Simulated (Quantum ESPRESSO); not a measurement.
A run of Quantum ESPRESSO 7.5 is set up as follows.

pw.in

```
&CONTROL
  calculation = 'scf'
  prefix = 'pwscf'
  outdir = './tmp'
  pseudo_dir = './pseudo'
  tprnfor = .true.
  tstress = .true.
  disk_io = 'low'
/
&SYSTEM
  ibrav = 0
  nat = 2
  ntyp = 1
  ecutwfc = 82
  nbnd = 20
  input_dft = 'rpbe'
  occupations = 'smearing'
  smearing = 'fd'
  degauss = 0.00367493
/
&ELECTRONS
  conv_thr = 4d-10
  electron_maxstep = 120
  mixing_beta = 0.5
/
ATOMIC_SPECIES
Nb    92.9064 Nb.upf
CELL_PARAMETERS angstrom
  -0.0149261600   -3.3396111300    0.0295278500
  -3.4119101300   -0.0149261600   -0.0247573600
  -0.0247573600    0.0295278500   -3.3027687600
ATOMIC_POSITIONS crystal
Nb     0.5056952700    0.4980694200    0.5045485000
Nb     0.9943047300    0.0019305800    0.9954515000
K_POINTS automatic
7 7 7 0 0 0
```

The input pp_density.in:

```
&INPUTPP
  prefix = 'pwscf'
  outdir = './tmp'
  filplot = 'density.dat'
  plot_num = 0
/
&PLOT
  nfile = 1
  filepp(1) = 'density.dat'
  iflag = 3
  output_format = 6
  fileout = 'density.cube'
/
```

The input pp_potential.in:

```
&INPUTPP
  prefix = 'pwscf'
  outdir = './tmp'
  filplot = 'potential.dat'
  plot_num = 11
/
&PLOT
  nfile = 1
  filepp(1) = 'potential.dat'
  iflag = 3
  output_format = 6
  fileout = 'potential.cube'
/
```

File pp_elf.in:

```
&INPUTPP
  prefix = 'pwscf'
  outdir = './tmp'
  filplot = 'elf.dat'
  plot_num = 8
/
&PLOT
  nfile = 1
  filepp(1) = 'elf.dat'
  iflag = 3
  output_format = 6
  fileout = 'elf.cube'
/
```

nscf.in

```
&CONTROL
  calculation = 'nscf'
  prefix = 'pwscf'
  outdir = './tmp'
  pseudo_dir = './pseudo'
  disk_io = 'low'
/
&SYSTEM
  ibrav = 0
  nat = 2
  ntyp = 1
  ecutwfc = 82
  nbnd = 20
  input_dft = 'rpbe'
  occupations = 'tetrahedra_opt'
/
&ELECTRONS
  conv_thr = 1d-08
  electron_maxstep = 120
  mixing_beta = 0.5
/
ATOMIC_SPECIES
Nb    92.9064 Nb.upf
CELL_PARAMETERS angstrom
  -0.0149261600   -3.3396111300    0.0295278500
  -3.4119101300   -0.0149261600   -0.0247573600
  -0.0247573600    0.0295278500   -3.3027687600
ATOMIC_POSITIONS crystal
Nb     0.5056952700    0.4980694200    0.5045485000
Nb     0.9943047300    0.0019305800    0.9954515000
K_POINTS automatic
11 11 11 0 0 0
```

The input projwfc.in:

```
&PROJWFC
  prefix = 'pwscf'
  outdir = './tmp'
  filpdos = 'p'
  Emin = 2
  Emax = 27
  DeltaE = 0.05
/
```

Potentials or basis: PseudoDojo 0.4.1 SR LDA standard.

Run with:

```console
$ OMP_NUM_THREADS=1 pw.x -in pw.in > pw.out
$ OMP_NUM_THREADS=1 pp.x -in pp_density.in > pp_density.out
$ OMP_NUM_THREADS=1 pp.x -in pp_potential.in > pp_potential.out
$ OMP_NUM_THREADS=1 pp.x -in pp_elf.in > pp_elf.out
$ OMP_NUM_THREADS=1 pw.x -in nscf.in > nscf.out
$ OMP_NUM_THREADS=1 projwfc.x -in projwfc.in > projwfc.out
```

Task: What does it give for the pressure?

Result: -1.8 GPa.

Task: What does it give for the largest force?

Result: 0.316 eV/Å.

Task: Predict the band gap on the k mesh.

Result: None (metal or under the smearing width).

Stress tensor (GPa, compression positive):
```
-3.86  0.13  0.17
 0.13 -1.21 -0.08
 0.17 -0.08 -0.38
```

Caveat: the potentials were made for another functional, which shifts forces and pressure.
